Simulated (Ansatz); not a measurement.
**A strain series on CdF₂ (fluorite): biaxial in x and y, z held**

Fluorite CdF₂, relaxed with r2SCAN in Ansatz, then strained (biaxial in x and y, z held; changes of length per length, axes as in the cell below) with the atoms relaxed again within the symmetry that is left. The symmetry is Fm-3m (No. 225, cubic); a = 5.388 Å in the conventional setting, 13.04 Å³ an atom. Around Cd lie 8 F at 2.33 Å; around F lie 4 Cd at 2.33 Å. Calculated for a static, non-magnetic cell.

```xyz
3
Lattice="0.0000 2.6942 2.6942 2.6942 0.0000 2.6942 2.6942 2.6942 0.0000" Properties=species:S:1:pos:R:3 pbc="T T T"
Cd    0.0000    0.0000    0.0000
F     1.3471    1.3471    1.3471
F     4.0413    4.0413    4.0413
```

Gaps are the least over each mesh (PBE 8×8×8, r2SCAN 8×8×8 when unstrained) and the special points, which keep their unstrained names; stress is the change from the unstrained cell, compression positive.

```csv
strain (%),"gap, PBE (eV)","gap, r2SCAN (eV)","edges, r2SCAN","in-plane stress, r2SCAN (GPa)","energy rise, r2SCAN (meV/atom)"
0.0,3.100,3.794,W → Γ,0.00,0.0
+1.64,2.970,3.660,W → Γ,-4.02,5.5
+3.89,2.767,3.452,"(0.198, -1/2, -0.302) → Γ",-8.60,29.6
+5.42,2.620,3.300,"(1/8, -1/2, -3/8) → Γ",-11.18,55.5
```

Spin-orbit coupling is left out.

Where an edge lies off the special points, it is a point of the mesh or the k point where a search put PBE's edge or least direct gap, reused for the other functionals, whose own edges may lie a little apart.

Coordinates of k points refer to the reciprocal vectors of the primitive cell of the runs.
